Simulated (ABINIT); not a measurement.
AlN:

```
Al N
1.0
     3.11300    0.00000    0.00000
    -1.55650    2.69594    0.00000
     0.00000    0.00000    4.98100
Al N
2 2
Direct
  0.66667 0.33333 0.50000
  0.33333 0.66667 0.00000
  0.66667 0.33333 0.88000
  0.33333 0.66667 0.38000
```

Program: ABINIT 10.8.3 (patched build). Alike in all runs: potentials or basis JTH PAW PBE v2.0; no spin polarisation; cell as given; cutoff (eV) 680; smearing fermi-dirac 0.05 eV. Hardware: 1 thread of Arm Neoverse V1, with other jobs on the host.

Problem. Order these runs on this cell by their wall time, lowest first.
A. task single point; level PBEsol; k mesh 8 × 8 × 5; mesh quality not flagged
B. task single point; level PBE; k mesh 4 × 4 × 2; mesh quality coarse
C. task band structure; level WC; k mesh 10 × 10 × 6; mesh quality not flagged

Solution. B (9.4 s), A (30 s), C (65 s).

Caveats: some runs use coarse meshes.

Not every run made on this cell is shown here.
